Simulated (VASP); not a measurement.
# KCl (I4/mmm) in VASP: single point with PBE

Aim: the single point of KCl with PBE.

Everything below comes from runs of VASP 6.6.1. Logs are shortened: lines on timing, memory, paths and dates and some standing lists are left out, and cuts for length are marked.

## (1) The cell of the first run

The structure is tetragonal, space group I4/mmm (No. 139). The conventional cell has a = 4.447 Å, b = 4.447 Å, c = 6.132 Å, α = 90.00°, β = 90.00°, γ = 90.00°. K (site symmetry 4/mmm) has 6 Cl at 3.07 to 3.14 Å as nearest neighbours. Around Cl (site symmetry 4/mmm) lie 6 K at 3.07 to 3.14 Å.

The cell was built by a generator and needn't be a form met in nature.

## (2) Single point, PBE (uniaxial_z strain -2.5%)

INCAR

```
PREC = Accurate
ENCUT = 520
EDIFF = 1E-6
ISMEAR = -1
SIGMA = 0.02
LREAL = F
LASPH = T
NELM = 100
ALGO = Fast
ISIF = 2
LWAVE = F
LCHARG = T
GGA = PE
LELF = T
LVHAR = T
NBANDS = 15
```

KPOINTS

```
regular mesh
0
Gamma
  8 8 8
```

POSCAR

```
KCl
1.0
    0.0000000000      3.1448483095      3.0662271018
    3.1448483095      0.0000000000      3.0662271018
    3.1448483095      3.1448483095      0.0000000000
K Cl
1 1
Direct
    0.0000000000      0.0000000000      0.0000000000
    0.5000000000      0.5000000000      0.5000000000
```

Potentials or basis: VASP PAW PBE potentials, release 64 (K_sv, Cl).

On the command line:

```
> cat potpaw_PBE.64/K_sv/POTCAR potpaw_PBE.64/Cl/POTCAR > POTCAR
> mpirun -np 1 vasp_std > vasp.out
```

OUTCAR:

```text
PREC = Accurate
   ENCUT = 520
   EDIFF = 1E-6
   ISMEAR = -1
   LREAL = F
   LASPH = T
   NELM = 100
   ISIF = 2
   GGA = PE

 ion  position               nearest neighbor table
   1  0.000  0.000  0.000-   2 3.07   2 3.07   2 3.14   2 3.14   2 3.14   2 3.14
   2  0.500  0.500  0.500-   1 3.07   1 3.07   1 3.14   1 3.14   1 3.14   1 3.14

  LATTYP: Found a body centered tetragonal cell.
 ALAT       =     4.4474871309
 C/A-ratio  =     1.3788582233

  Lattice vectors:

 A1 = (   0.0000000000,  -3.1448483095,  -3.0662271018)
 A2 = (   0.0000000000,   3.1448483095,  -3.0662271018)
 A3 = (   3.1448483095,   0.0000000000,   3.0662271018)

Analysis of symmetry for initial positions (statically):
=====================================================================
 Subroutine PRICEL returns:
 Original cell was already a primitive cell.

 Routine SETGRP: Setting up the symmetry group for a
 body centered tetragonal supercell.

 Subroutine GETGRP returns: Found 16 space group operations
 (whereof 16 operations were pure point group operations)
 out of a pool of 16 trial point group operations.

The static configuration has the point symmetry D_4h.

Analysis of symmetry for dynamics (positions and initial velocities):
=====================================================================
 Subroutine PRICEL returns:
 Original cell was already a primitive cell.

 Routine SETGRP: Setting up the symmetry group for a
 body centered tetragonal supercell.

 Subroutine GETGRP returns: Found 16 space group operations
 (whereof 16 operations were pure point group operations)
 out of a pool of 16 trial point group operations.

The dynamic configuration has the point symmetry D_4h.

 Subroutine INISYM returns: Found 16 space group operations
 (whereof 16 operations are pure point group operations),
 and found     1 'primitive' translations

----------------------------------------------------------------------------------------

                                     Primitive cell

  volume of cell :      60.6504

  direct lattice vectors                    reciprocal lattice vectors
     0.000000000  3.144848309  3.066227102    -0.158990180  0.158990180  0.163066852
     3.144848309  0.000000000  3.066227102     0.158990180 -0.158990180  0.163066852
     3.144848309  3.144848309  0.000000000     0.158990180  0.158990180 -0.163066852

  length of vectors
     4.392245386  4.392245386  4.447487131     0.277752683  0.277752683  0.277752683

  position of ions in fractional coordinates (direct lattice)
     0.000000000  0.000000000  0.000000000
     0.500000000  0.500000000  0.500000000

  ion indices of the primitive-cell ions
   primitive index   ion index
                 1           1
                 2           2

----------------------------------------------------------------------------------------

 KPOINTS: regular mesh

Automatic generation of k-mesh.
 Grid dimensions read from file:
 generate k-points for:    8    8    8

 Generating k-lattice:

  Cartesian coordinates                     Fractional coordinates (reciprocal lattice)
    -0.019873773  0.019873773  0.020383356     0.125000000  0.000000000  0.000000000
     0.019873773 -0.019873773  0.020383356     0.000000000  0.125000000  0.000000000
     0.019873773  0.019873773 -0.020383356    -0.000000000 -0.000000000  0.125000000

  Length of vectors
     0.034719085  0.034719085  0.034719085

  Shift w.r.t. Gamma in fractional coordinates (k-lattice)
     0.000000000  0.000000000  0.000000000

 Subroutine IBZKPT returns following result:
 ===========================================

 Found     59 irreducible k-points:

 Following reciprocal coordinates:
            Coordinates               Weight
  0.000000  0.000000  0.000000      1.000000
  0.125000 -0.000000  0.000000      8.000000
  0.250000 -0.000000  0.000000      8.000000
  0.375000 -0.000000  0.000000      8.000000
  0.500000 -0.000000  0.000000      4.000000
  0.125000  0.125000  0.000000      2.000000
[... 16 lines left out ...]
  0.250000 -0.000000  0.125000     16.000000
  0.375000 -0.000000  0.125000     16.000000
 [... further k-points ...]
   k-points           NKPTS =     59   k-points in BZ     NKDIM =     59   number of bands    NBANDS=     15
   number of dos      NEDOS =    301   number of ions     NIONS =      2
   total plane-waves  NPLWV =  46656
   dimension x,y,z NGX =    36 NGY =   36 NGZ =   36
   dimension x,y,z NGXF=    72 NGYF=   72 NGZF=   72
   ions per type =               1   1
   NGX,Y,Z   is equivalent  to a cutoff of  13.63, 13.63, 13.46 a.u.
   NGXF,Y,Z  is equivalent  to a cutoff of  27.25, 27.25, 26.91 a.u.
 SYSTEM =  unknown system
   PREC   = accura    normal or accurate (medium, high low for compatibility)
   ISTART =      0    job   : 0-new  1-cont  2-samecut
   ICHARG =      2    charge: 1-file 2-atom 10-const
   ISPIN  =      1    spin polarized calculation?
   LNONCOLLINEAR =      F non collinear calculations
   LSORBIT =      F    spin-orbit coupling
   LASPH  =      T    aspherical Exc in radial PAW
   ENCUT  =  520.0 eV  38.22 Ry    6.18 a.u.   8.17  8.17  8.27*2*pi/ulx,y,z
   NELM   =    100;   NELMIN=  2; NELMDL= -5     # of ELM steps
   EDIFF  = 0.1E-05   stopping-criterion for ELM
   LREAL  =      F    real-space projection
   EDIFFG = 0.1E-04   stopping-criterion for IOM
   NSW    =      0    number of steps for IOM
   IBRION =     -1    ionic relax: 0-MD 1-quasi-New 2-CG
   NFREE  =      0    steps in history (QN), initial steepest desc. (CG)
   ISIF   =      2    stress and relaxation
   ISYM   =      2    0-nonsym 1-usesym 2-fastsym
   POTIM  = 0.5000    time-step for ionic-motion
   TEBEG  =    0.0;   TEEND  =   0.0 temperature during run
   PSTRESS=    0.0 pullay stress
   NELECT =      16.0000    total number of electrons
   NUPDOWN=      -1.0000    fix difference up-down
   EMIN   =  10.00;   EMAX   =-10.00  energy-range for DOS
   EFERMI =   0.00;   METHOD = LEGACY
   ISMEAR =    -1;   SIGMA  =   0.02  broadening in eV -4-tet -1-fermi 0-gaus
   EFERMI_NEDOS =   21; number of points for ismear=-14 and -15
   IALGO  =     68    algorithm
   IMIX   =      4    mixing-type and parameters
     AMIX     =   0.40;   BMIX     =  1.00
     AMIX_MAG =   1.60;   BMIX_MAG =  1.00
  volume/ion in A,a.u.               =      30.33       204.64
  Fermi-wavevector in a.u.,A,eV,Ry     =   1.049954  1.984125 14.999107  1.102403
  Thomas-Fermi vector in A             =   2.184938
   LORBIT       =      0    0 simple, 1 ext, 2 COOP (PROOUT), +10 PAW based schemes
   GGA     = PE    functional components
   LHFCALC =     F    Hartree Fock is set to
   AEXX    =    0.0000 exact exchange contribution
   IVDW    =     0    specifies the selected vdW correction
   LEPSILON=     F    determine dielectric tensor
   LRPA    =     F    only Hartree local field effects (RPA)
 non-spin polarized calculation
 RMM-DIIS sequential band-by-band and
  energy-cutoff  :      520.00
  volume of cell :       60.65
 maximum number of plane-waves:      1655
 NGX is ok and might be reduce to    36
   NGX = 17   NGY = 17   NGZ = 17

 number of electron      16.0000002 magnetization

 Free energy of the ion-electron system (eV)
  ---------------------------------------------------
  ext. energy  EPLUGINS =         0.00000000
  ---------------------------------------------------
  free energy    TOTEN  =        -6.78880379 eV

  energy without entropy =       -6.78880379  energy(sigma->0) =       -6.78880379

 E-fermi :  -1.2799     XC(G=0):  -7.6487

 val. band max:       -1.7186011599   @ k =   0.0000   0.0000   0.0000
 cond. band min:       3.5455665140   @ k =   0.0000   0.0000   0.0000
 fundamental gap:      5.2641676739
 Fermi energy:        -1.2799017071

 k-point     1 :       0.0000    0.0000    0.0000
  band No.  band energies     occupation
      1     -28.8650      2.00000
      2     -13.8829      2.00000
      3     -12.3274      2.00000
      4     -12.3263      2.00000
      5     -12.3263      2.00000
      6      -1.7400      2.00000
      7      -1.7400      2.00000
      8      -1.7186      2.00000
      9       3.5456      0.00000
     10       6.6087      0.00000
     11       6.6087      0.00000
     12       6.7724      0.00000
     13       7.4911      0.00000
     14       7.6204      0.00000
     15      11.3499      0.00000

 k-point     2 :       0.1250   -0.0000    0.0000
  band No.  band energies     occupation
      1     -28.8632      2.00000
      2     -13.9159      2.00000
      3     -12.3285      2.00000
      4     -12.3279      2.00000
      5     -12.2850      2.00000
      6      -1.9319      2.00000
      7      -1.7933      2.00000
      8      -1.7811      2.00000
      9       3.9289      0.00000
     10       6.5391      0.00000
     11       6.8134      0.00000
     12       6.9244      0.00000
     13       7.7096      0.00000
     14       7.8479      0.00000
     15      11.9431      0.00000

 k-point     3 :       0.2500   -0.0000    0.0000
  band No.  band energies     occupation
      1     -28.8588      2.00000
      2     -13.9896      2.00000
      3     -12.3336      2.00000
      4     -12.3301      2.00000
      5     -12.1898      2.00000
      6      -2.3467      2.00000
      7      -1.9169      2.00000
      8      -1.9100      2.00000
      9       4.8249      0.00000
     10       6.4688      0.00000
     11       7.3940      0.00000
     12       7.4779      0.00000
     13       8.3114      0.00000
     14       8.4745      0.00000
     15      12.0326      0.00000

 k-point     4 :       0.3750   -0.0000    0.0000
  band No.  band energies     occupation
      1     -28.8545      2.00000
      2     -14.0566      2.00000
      3     -12.3386      2.00000
      4     -12.3323      2.00000
      5     -12.1007      2.00000
      6      -2.7010      2.00000
      7      -2.0341      2.00000
      8      -2.0319      2.00000
      9       5.6506      0.00000
     10       6.7202      0.00000
     11       8.2460      0.00000
     12       8.3048      0.00000
     13       9.1069      0.00000
     14       9.3067      0.00000
     15      10.9777      0.00000
[... 307 lines left out ...]
 k-point    22 :       0.1250    0.0000    0.1250
  band No.  band energies     occupation
      1     -28.8627      2.00000
      2     -13.9126      2.00000
      3     -12.3368      2.00000
      4     -12.3342      2.00000
      5     -12.2790      2.00000
      6      -2.0130      2.00000
      7      -1.7802      2.00000
      8      -1.7617      2.00000
      9       4.0281      0.00000
     10       6.2073      0.00000
     11       7.0178      0.00000
     12       7.1721      0.00000
     13       7.6994      0.00000
     14       7.9512      0.00000
     15      12.1046      0.00000

 k-point    23 :       0.2500   -0.0000    0.1250
  band No.  band energies     occupation
      1     -28.8593      2.00000
      2     -13.9519      2.00000
      3     -12.3427      2.00000
      4     -12.3391      2.00000
      5     -12.2301      2.00000
      6      -2.2860      2.00000
      7      -1.8810      2.00000
      8      -1.8496      2.00000
      9       4.7124      0.00000
     10       6.0157      0.00000
     11       7.5202      0.00000
     12       7.6816      0.00000
     13       8.0340      0.00000
     14       8.4805      0.00000
     15      12.1513      0.00000

 k-point    24 :       0.3750   -0.0000    0.1250
  band No.  band energies     occupation
      1     -28.8549      2.00000
      2     -14.0067      2.00000
      3     -12.3467      2.00000
      4     -12.3444      2.00000
      5     -12.1624      2.00000
      6      -2.5689      2.00000
      7      -2.0334      2.00000
      8      -1.9712      2.00000
      9       5.5668      0.00000
     10       6.2567      0.00000
     11       8.1265      0.00000
     12       8.4659      0.00000
     13       8.6940      0.00000
     14       9.0654      0.00000
     15      10.7943      0.00000

 [... further k-points ...]

------------------------ aborting loop because EDIFF is reached ----------------------------------------

  FORCE on cell =-STRESS in cart. coord.  units (eV):
  Direction    XX          YY          ZZ          XY          YZ          ZX
  --------------------------------------------------------------------------------------
  -------------------------------------------------------------------------------------
  Total        0.3863996      0.3863996      0.8304851      0.0000000      0.0000000     -0.0000000
  in kB       10.2073617     10.2073617     21.9385899      0.0000000      0.0000000     -0.0000000
  external PRESSURE =      14.1177711 kB  Pullay stress =       0.0000000 kB

 VOLUME and BASIS-vectors are now :
 -----------------------------------------------------------------------------
  energy-cutoff  :      520.00
  volume of cell :       60.65
      direct lattice vectors                 reciprocal lattice vectors
     0.000000000  3.144848309  3.066227102    -0.158990180  0.158990180  0.163066852
     3.144848309  0.000000000  3.066227102     0.158990180 -0.158990180  0.163066852
     3.144848309  3.144848309  0.000000000     0.158990180  0.158990180 -0.163066852

 POSITION                                       TOTAL-FORCE (eV/Angst)
 -----------------------------------------------------------------------------------
      0.00000      0.00000      0.00000         0.000000      0.000000     -0.000000
      3.14485      3.14485      3.06623         0.000000      0.000000      0.000000
 -----------------------------------------------------------------------------------
    total drift:                                0.000000      0.000000      0.000000

  FREE ENERGIE OF THE ION-ELECTRON SYSTEM (eV)
  ---------------------------------------------------
  free  energy   TOTEN  =        -6.7888037900 eV

  energy  without entropy=       -6.7888037900  energy(sigma->0) =       -6.78880379
```

Run time: 77 s. Hardware: 1 thread of Intel Xeon Platinum 8488C (Sapphire Rapids), shared host; peak memory 0.23 GiB.

What came out:

```
Free energy            : -6.7888 eV
Pressure               : 1.4 GPa
Band gap on the k mesh : 5.26 eV, direct
```

Levels at points of the mesh, in eV from the valence-band top:
```tsv
k point	band 5	band 6	band 7	band 8	band 9	band 10	band 11	band 12
(0.00, 0.00, 0.00)	-10.61	-0.02	-0.02	0.00	5.26	8.33	8.33	8.49
(0.50, 0.00, 0.00)	-10.35	-1.12	-0.36	-0.36	7.66	8.69	10.59	10.62
(0.50, 0.50, 0.00)	-10.67	-0.66	-0.27	-0.27	6.47	8.48	10.32	10.32
(0.50, 0.00, 0.50)	-10.66	-0.70	-0.23	-0.23	6.51	8.45	10.17	10.26
```

A k mesh can miss the band edges.
